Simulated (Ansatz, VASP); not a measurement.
**Two plane-wave programs on SiC**

File POSCAR:

```
SiC
1.0
    3.0753562392      0.0000000000      0.0000000000
   -1.5376781196      2.6633366288      0.0000000000
    0.0000000000      0.0000000000      5.0985891719
Si C
2 2
Direct
    0.3333333333      0.6666666667      0.0000204990
    0.6666666667      0.3333333333      0.5000204990
    0.3333333333      0.6666666667      0.3749795010
    0.6666666667      0.3333333333      0.8749795010
```

File INCAR.step1:

```
  PREC = Accurate
  ENCUT = 520
  ISMEAR = 0
  SIGMA = 0.01
  LREAL = False
  LASPH = True
  NELM = 100
  NBANDS = 16
  GGA = PE
  ALGO = Normal
  EDIFF = 1E-4
  LWAVE = True
  LCHARG = False
```

Contents of INCAR.step2:

```
  PREC = Accurate
  ENCUT = 520
  EDIFF = 1E-6
  ISMEAR = 0
  SIGMA = 0.01
  LREAL = False
  LASPH = True
  NELM = 100
  ALGO = Normal
  ISIF = 2
  LWAVE = False
  LCHARG = False
  METAGGA = R2SCAN
  LMIXTAU = True
  NBANDS = 16
  ISTART = 1
```

KPOINTS

```
Automatic mesh
0
Gamma
  12 12 6
```

Input for Ansatz:

```yaml
crystal:
  lattice:
    - [3.0753562392, 0.0, 0.0]
    - [-1.5376781196, 2.6633366288, 0.0]
    - [0.0, 0.0, 5.0985891719]
  atoms:
    - { symbol: Si, position: [0.3333333333, 0.6666666667, 2.0499e-05] }
    - { symbol: Si, position: [0.6666666667, 0.3333333333, 0.500020499] }
    - { symbol: C, position: [0.3333333333, 0.6666666667, 0.374979501] }
    - { symbol: C, position: [0.6666666667, 0.3333333333, 0.874979501] }
kpoints:
  mp_grid: { grid: [12, 12, 6] }
  band_path:
    path:
      - [0.0, 0.0, 0.0]
      - [0.5, 0.0, 0.0]
      - [0.3333333333, 0.3333333333, 0.0]
      - [0.0, 0.0, 0.5]
      - [0.5, 0.0, 0.5]
      - [0.3333333333, 0.3333333333, 0.5]
    npoints: 1
hamiltonian:
  xc: r2scan
scf:
  occupations: { method: fixed }
  n_extra_bands: 5
output:
  forces: true
  stress: true
  eigenvalues: true
```

Change from the starting cell: uniaxial_z strain +1.0%.

Alike in both runs: task single point; functional r2SCAN; k mesh 12 × 12 × 6; no spin polarisation.

|  | VASP | Ansatz |
| --- | --- | --- |
| version | VASP 6.6.1 | Ansatz 0.2.0 |
| potentials or method | VASP PAW PBE potentials, release 64 (Si, C) | plane waves, PAW |
| plane-wave cutoff (eV) | 520 | 500 |
| occupations | gaussian, width 0.01 eV | fixed |
| valence electrons in the cell | 16 | 16 |

|  | VASP | Ansatz | Ansatz less VASP |
| --- | --- | --- | --- |
| gap on the k mesh at the Fermi level (eV) | 2.60 | 2.60 | -0.006 |
| pressure (GPa) | -2.4 | -2.2 | +0.18 |
| largest component of the traceless stress (GPa) | 3.44 | 3.43 | -0.009 |

Caveats: the PAW data sets were made with another functional, which shifts forces and pressure a little (VASP). A k mesh can miss the band edges.
